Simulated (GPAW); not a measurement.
# a WS2 monolayer: the S K absorption edge, part 2 of 2

Aim: the polarisation-dependent near-edge structure of a WS2 monolayer.

GPAW 26.7.0; X-ray absorption from dipole matrix elements to empty bands, plane-wave PAW PBE.

So far. Step 3 (Ground state of the crystal): The mesh shows a gap of 2.09 eV. The excited electron is kept all the same, which keeps the cell neutral.

## 5. Spectrum with XCH, S atom 8

The holes are 8.4 Å apart. In GPAW the data set carries the hole's charge, so charge=0 means a charged cell and charge=-1 a neutral one. The excited electron is kept in the cell, where it fills the lowest empty states and screens the hole. After the field has converged, empty bands are computed with the density fixed and the dipole matrix elements are summed.

The absorber has 3 W at 2.42 Å (pyramidal).

xas.py

```python
import numpy as np
from ase import Atoms
from ase.parallel import parprint, paropen
from gpaw import GPAW, PW, FermiDirac, Mixer, MixerDif, setup_paths
from gpaw.test import gen
setup_paths.insert(0, '.')
gen('S', name='fch1s', xcname='PBE', corehole=(1, 0, 1), write_xml=True)
from gpaw.mpi import world
world.barrier()

atoms = Atoms('W7S14',
    cell=[[-6.36, -5.50792157, 0],
     [1.59, -8.26188235, 0],
     [0, 0, 12.74]],
    scaled_positions=[[0, 0, 0.5],
     [0.2857164, 0.1428544, 0.5],
     [0.1428544, 0.5714291, 0.5],
     [0.5714292, 0.2857164, 0.5],
     [0.4285744, 0.7142868, 0.5],
     [0.8571388, 0.4285744, 0.5],
     [0.7142868, 0.8571388, 0.5],
     [0.7619053, 0.0476171, 0.6236344],
     [0.0476171, 0.1904776, 0.6236344],
     [0.9047573, 0.6190492, 0.6236327],
     [0.3333333, 0.3333333, 0.6236346],
     [0.1904776, 0.7619054, 0.6236344],
     [0.6190492, 0.4761935, 0.6236327],
     [0.4761935, 0.9047573, 0.6236327],
     [0.7619053, 0.0476171, 0.3763656],
     [0.0476171, 0.1904776, 0.3763656],
     [0.9047573, 0.6190492, 0.3763673],
     [0.3333333, 0.3333333, 0.3763654],
     [0.1904776, 0.7619054, 0.3763656],
     [0.6190492, 0.4761935, 0.3763673],
     [0.4761935, 0.9047573, 0.3763673]],
    pbc=True)
atoms.calc = calc = GPAW(legacy_gpaw=True, mode=PW(400, force_complex_dtype=True), xc='PBE', setups={7: 'fch1s'},
    kpts={'size': (2, 2, 1), 'gamma': True}, occupations=FermiDirac(0.04),
    charge=-1, mixer=Mixer(0.05, 8, 50), maxiter=150,
    convergence={'density': 0.0001, 'eigenstates': 1e-6}, txt='scf.txt')
energy = atoms.get_potential_energy() + calc.get_reference_energy()
ef = calc.get_fermi_level()
out = dict(energy=energy, fermi=ef, forces=atoms.get_forces().tolist())
parprint(f'all-electron energy {energy:.4f} eV, Fermi level {ef:.4f} eV')
ev = np.array([[calc.get_eigenvalues(k, s) for k in range(len(calc.get_ibz_k_points()))] for s in range(calc.get_number_of_spins())])
out['homo'], out['lumo'], out['counts'] = ev[ev < ef].max(), ev[ev > ef].min(), sorted(set((ev < ef).sum((0, 2)).tolist()))
out['filled'] = (ev[:, 0] < ef).sum(1).tolist()

from ase.units import Ha
from gpaw.xas import dipole_matrix_elements
nb = int(calc.get_number_of_electrons() / 2) + 253
top, nb = nb, nb + 8 + nb // 12
nscf = calc.fixed_density(kpts={'size': (3, 3, 1), 'gamma': True}, nbands=nb,
    convergence={'bands': top, 'eigenstates': 5e-3}, maxiter=60, txt='nscf.txt')
cell = atoms.cell.array
ops = [cell.T @ U.T @ np.linalg.inv(cell.T) for U in nscf.wfs.kd.symmetry.op_scc]
filled = [91]  # bands filled in the ground state, by spin
E = np.arange(-6, 28, 0.1)
fwhm = np.interp(E, [4, 25], [0.9, 3.5])
Y, X, zero, highest = 0, 0, 1e9, 1e9
for spin in range(nscf.get_number_of_spins()):
    wfs = nscf.wfs
    mine = wfs.bd.get_slice()  # this rank's bands
    A = dipole_matrix_elements(wfs.setups[7])
    eps = np.zeros((wfs.kd.nibzkpts, nb))
    d = np.zeros((3, A.shape[1], wfs.kd.nibzkpts, nb), complex)
    for kpt in wfs.kpt_u:
        if kpt.s == spin and 7 in kpt.P_ani:
            eps[kpt.k, mine] = kpt.eps_n * Ha
            d[:, :, kpt.k, mine] = (kpt.weight * wfs.nspins / 2) ** 0.5 * np.inner(A, kpt.P_ani[7])
    world.sum(eps)
    world.sum(d)
    T = np.einsum('amkn,bmkn->abkn', d, d.conj()).real
    T = sum(np.einsum('ai,ijkn,bj->abkn', R, T, R) for R in ops) / len(ops)
    empty = np.ones_like(eps, bool) & (np.arange(nb) >= filled[spin])
    zero, highest = min(zero, eps[empty].min()), min(highest, eps[:, top - 1].min())
    lines = [(eps, T, empty)] if spin == 0 else lines + [(eps, T, empty)]
for eps, T, empty in lines:
    f = np.einsum('aakn->akn', T).reshape(3, -1)
    x = eps.ravel() - zero
    w = np.interp(x, E, fwhm) / 2.35482
    g = np.exp(-0.5 * ((E[:, None] - x) / w) ** 2) / (w * (2 * np.pi) ** 0.5)
    Y = Y + (f * empty.ravel()) @ g.T
    X = X + (f * ~empty.ravel()) @ g.T
out.update(E=E.round(2).tolist(), xas=Y.tolist(), xes=X.tolist(), zero=zero, valid=highest - zero, nk=len(eps), nb=nb)
for i in range(0, len(E), 10):
    parprint(f'{E[i]:7.2f}', *(f'{v:10.3e}' for v in Y[:, i]))
import json
with paropen('out.json', 'w') as f:
    json.dump(out, f)
```

On the command line:

```
OMP_NUM_THREADS=1 mpirun -n 4 gpaw python xas.py
```

Numbers of over 12 decimals in the logs are rounded to 6 here.

Log:

```text
Input parameters:
  charge: -1
  convergence: {density: 0.0001,
                eigenstates: 1e-06}
  kpts: {gamma: True,
         size: (2, 2, 1)}
  maxiter: 150
  mixer: {backend: pulay,
          beta: 0.05,
          method: separate,
          nmaxold: 8,
          weight: 50}
  mode: {ecut: 400.0,
         force_complex_dtype: True,
         name: pw}
  occupations: {fixmagmom: False,
                name: fermi-dirac,
                width: 0.04}
  setups: {7: fch1s}
  xc: PBE

Initialize ...

[... PAW data sets ...]

Reference energy: -3220914.234322  # eV

Spin-paired calculation

[... convergence settings ...]
Symmetries present (total): 1
  [... symmetry matrices ...]

4 k-points: 2 x 2 x 1 Monkhorst-Pack grid + [1/4,1/4,0.000000]
4 k-points in the irreducible part of the Brillouin zone
       k-points in crystal coordinates                weights
   0:     0.00000000    0.00000000    0.00000000          1/4
   1:     0.00000000    0.50000000    0.00000000          1/4
   2:     0.50000000    0.00000000    0.00000000          1/4
   3:     0.50000000    0.50000000    0.00000000          1/4

Wave functions: Plane wave expansion
  Cutoff energy: 400.000 eV
  Number of coefficients (min, max): 14226, 14243
  Pulay-stress correction: 0.000000 eV/Ang^3 (de/decut=0.000000)
  Using FFTW library
  Wavefunction extrapolation:
    Improved wavefunction reuse through dual PAW basis

Occupation numbers: Fermi-Dirac:
  width: 0.0400  # eV

Eigensolver
   Davidson(niter=2)

Densities:
  Coarse grid: 40*40*60 grid
  Fine grid: 80*80*120 grid
  Total Charge: 0.000000

Density mixing:
  Method: separate
  Backend: pulay
  Linear mixing parameter: 0.05
  old densities: 8
  Width of damping distribution: 1.1
  Damping of long wavelength oscillations: 50

[... Hamiltonian set-up ...]
Number of atoms: 21
Number of atomic orbitals: 147
Number of bands in calculation: 114
Number of valence electrons: 183
Bands to converge: occupied

... initialized

Initializing position-dependent things.

Density initialized from atomic densities
Creating initial wave functions:
  114 bands from LCAO basis set

                         S
           S       S      W
                    W
             S       S
               W      W  S
        S  S    S  S
         W       W
           W S       S

        S       S

Atomic positions and initial magnetic moments

Positions:
   0 W      0.000000    0.000000    6.370000    ( 0.0000,  0.0000,  0.0000)
   1 W     -1.590018   -2.753950    6.370000    ( 0.0000,  0.0000,  0.0000)
   2 W      0.000018   -5.507911    6.370000    ( 0.0000,  0.0000,  0.0000)
   3 W     -3.180001   -5.507942    6.370000    ( 0.0000,  0.0000,  0.0000)
   4 W     -1.590017   -8.261908    6.370000    ( 0.0000,  0.0000,  0.0000)
   5 W     -4.769969   -8.261885    6.370000    ( 0.0000,  0.0000,  0.0000)
   6 W     -3.180013  -11.015816    6.370000    ( 0.0000,  0.0000,  0.0000)
[...]
18 S     -0.000008   -7.343908    4.794898    ( 0.0000,  0.0000,  0.0000)
  19 S     -3.180005   -7.343929    4.794919    ( 0.0000,  0.0000,  0.0000)
  20 S     -1.590027  -10.097835    4.794919    ( 0.0000,  0.0000,  0.0000)

Unit cell:
           periodic     x           y           z      points  spacing
  1. axis:    yes   -6.360000   -5.507922    0.000000    40     0.1822
  2. axis:    yes    1.590000   -8.261882    0.000000    40     0.1822
  3. axis:    yes    0.000000    0.000000   12.740000    60     0.2123

  Lengths:   8.413489   8.413489  12.740000
  Angles:   90.000000  90.000000  60.000000

Effective grid spacing dv^(1/3) = 0.2011

iter:   1  -174.484571
iter:   2  -171.175412   -0.77  -1.15
iter:   3  -166.767941   -0.91  -1.20
iter:   4  -166.036282   -1.68  -1.32
iter:   5  -165.380325   -1.48  -1.39
iter:   6  -165.477961   -1.83  -1.58
iter:   7  -165.690351   -1.74  -1.73
iter:   8  -165.465137   -2.09  -1.82
iter:   9  -165.377404   -2.70  -2.11
iter:  10  -165.333512   -2.64  -2.28
iter:  11  -165.343548c  -3.11  -2.63
iter:  12  -165.322660c  -3.33  -2.55
iter:  13  -165.322692c  -4.10  -3.06
iter:  14  -165.323047c  -4.49  -3.11
iter:  15  -165.322586c  -4.39  -3.23
iter:  16  -165.322502c  -5.33  -3.66
iter:  17  -165.322456c  -5.57  -3.80
iter:  18  -165.322587c  -5.42  -3.94
iter:  19  -165.322457c  -5.65  -3.75
iter:  20  -165.322492c  -6.24c -4.12c

Converged after 20 iterations.

Dipole moment: (8.805724, 27.568981, 0.068353) |e|*Ang

Energy contributions relative to reference atoms: (reference = -3220914.234322)

Kinetic:       +122.350004
Potential:     -139.463650
External:        +0.000000
XC:            -148.412575
Entropy (-ST):   -0.060924
Local:           +0.234191
SIC:             +0.000000
--------------------------
Free energy:   -165.352954
Extrapolated:  -165.322492

Showing only first 2 kpts
 Kpt  Band  Eigenvalues  Occupancy
  0    89      0.12995    2.00000
  0    90      0.82694    2.00000
  0    91      3.06453    0.04893
  0    92      3.08968    0.02639

  1    89      0.54702    2.00000
  1    90      0.57619    2.00000
  1    91      2.90246    1.18100
[...]
Fermi level: 2.91710

No gap
No difference between direct/indirect transitions

Forces in eV/Ang:
  0 W    -0.51116   -0.35605   -0.86328
  1 W    -0.21564   -0.16816   -0.05102
  2 W     0.25327   -0.10322   -0.05106
  3 W     0.56388   -0.26471   -0.86344
  4 W     0.00043    0.00079   -0.06961
  5 W    -0.03832    0.27099   -0.05100
  6 W    -0.05247    0.62033   -0.86345
[...]
18 S    -0.03202   -0.13383    0.00286
 19 S     0.13221    0.03966    0.00219
 20 S    -0.09975    0.09439    0.00223
Scalar-relativistic atomic PBE calculation for S (Sulfur, Z=16)
Core hole in 1s state (1s occupation: 1.0)
450 radial gridpoints.
|------------------------------------------------|
|------------------------------------------------|
[... the atom generator's iteration count ...]

Energy contributions:
-------------------------
Kinetic:     +308.185547
XC:           -20.950884
Potential:   -594.586668
-------------------------
Total:       -307.352006

state      eigenvalue         ekin         rmax
-----------------------------------------------
1s^1.0 :   -94.934283   126.064227        0.062
2s^2.0 :    -9.388817    20.721762        0.372
2p^6.0 :    -7.534702    20.423216        0.303
3s^2.0 :    -1.143740     3.483173        1.293
3p^4.0 :    -0.718992     2.793039        1.390
-----------------------------------------------
(units: Bohr and Hartree)

Generating PAW setup
Kinetic energy of the core from tauc = 290.824512
Cutoffs:
rc(s)=1.840
rc(p)=1.850
rc(d)=1.700
rc(vbar)=1.720
rc(comp)=1.430
rc(nct)=1.850

Kinetic energy of the core states: 290.047046
Charge: 1.0
Core electrons: 9.0
Valence electrons: 6.0
Pseudo-core charge: 0.024184
Shape function alpha=4.890
Pseudo-electron charge 6.375793
state    eigenvalue         norm
--------------------------------
3s(2) :    -1.143740     1.241181
*s    :    -0.143740
3p(4) :    -0.718992     0.967312
*p    :     0.281008
*d    :     0.000000
--------------------------------

Diagonalizing with gridspacing h=0.050

state   all-electron     PAW
-------------------------------
3s:      -1.143740    -1.144551
3p:      -0.718992    -0.719674
*d:                   -0.150764
*f:                   -0.016520
-------------------------------
all-electron energy -3221079.5568 eV, Fermi level 2.9171 eV
[...]
25.00  1.473e-06  1.461e-06  1.645e-06
  26.00  9.691e-07  9.538e-07  1.246e-06
  27.00  5.188e-07  5.069e-07  7.616e-07
```

Wall time 5.3 min (4 MPI ranks of Arm Neoverse V1, shared host); peak memory 0.76 GiB.

The S K spectrum, S atom 8, excited-electron core hole (neutral cell) (energy from the bottom of the conduction band, which holds the excited electron; intensity scaled to a mean of 1 over the first 20 eV):

```
E (eV)  isotropic  ε ∥ x  ε ∥ z
 -2.00       0.00   0.00   0.00
 -1.25       0.00   0.00   0.00
 -0.50       0.43   0.56   0.17
  0.25       3.16   3.97   1.53
  1.00       1.92   2.13   1.49
  1.75       1.18   1.02   1.50
  2.50       1.19   1.21   1.15
  3.25       0.56   0.36   0.95
  4.00       0.37   0.20   0.72
  4.75       0.70   0.32   1.46
  5.50       0.79   0.48   1.42
  6.25       0.66   0.53   0.90
  7.00       0.94   0.86   1.11
  7.75       0.97   1.01   0.88
  8.50       0.92   1.01   0.73
  9.25       1.19   1.37   0.83
 10.00       1.32   1.48   1.01
 10.75       1.23   1.25   1.20
 11.50       1.00   0.92   1.15
 12.25       0.86   0.82   0.94
 13.00       0.77   0.80   0.72
 13.75       0.69   0.74   0.60
 14.50       0.69   0.72   0.63
 15.25       0.73   0.72   0.75
 16.00       0.79   0.74   0.90
 16.75       0.87   0.80   1.00
 17.50       0.95   0.91   1.03
 18.25       1.01   1.02   0.99
 19.00       1.00   1.05   0.91
 19.75       0.96   1.02   0.82
 20.50       0.91   1.00   0.74
```

Main maxima below 20 eV (height): 0.4 eV (3.34), 5.4 eV (0.80), 7.4 eV (1.03), 10.1 eV (1.33) and 18.6 eV (1.01). A K edge sees empty p states; the first features are S p mixed into the empty d states of the W neighbours, and the broad ones above probably into the cations' higher empty bands.

The total-energy difference is 2484.41 eV. One term is added: -16.94 eV, since the hole is spin-paired here and a spin-polarised one costs that much less in the free atom (computed apart). The photon energy is then 2467.47 eV. The functional leaves an error of a few eV in such absolute values.

## 6. Results

* absorber and edge: S K, atom 8 of the ground-state input (counted from 1)
* surroundings: 3 W at 2.42 Å (pyramidal)
* highest intensity below 16 eV: 0.4 eV above the zero, height 3.34
* photon energy of the zero, with the added terms: 2467.5 eV (raw 2484.4 eV; uncertain by a few eV)

In words: The S K edge of atom 8, with 3 W at 2.42 Å (pyramidal), has its highest intensity of the first 16 eV at 0.4 eV above the zero, near 2468 eV in photon energy (uncertain by a few eV), 3.3 times the mean level of the first 20 eV (Gaussian full width 0.9 eV up to 4 eV, rising linearly to 3.5 eV at 25 eV). At the S K edge of atom 8 polarisation matters most near 0.3 eV, where the curves differ by 2.5 on this scale. Some eV above the zero the states pass the vacuum level, and features normal to the sheet may then be states of the box. The mesh is coarse (0.29 Å⁻¹ between points), so small maxima may be mesh ripples.

[Banner, clock and machine lines of the logs are left out without a mark of their own.]

[Logs are printed without paths, hosts, clocks, repeated set-up lines and the standing remarks that a program may print on its own settings, such as how far it seeks lower states.]

[Hosts, paths, dates, database ids (printed as entryN), source tags and the programs' standing remarks are cut or masked in the printed files.]

[Lists of maxima count a maximum above −3 eV only where it reaches 4 % of the highest in the window and stands out from its surroundings by 2 % of it (1.5 % where it reaches 55 %); shoulders and weaker maxima are passed over, and of the rest the first, up to two pre-edge ones and the few strongest are named.]
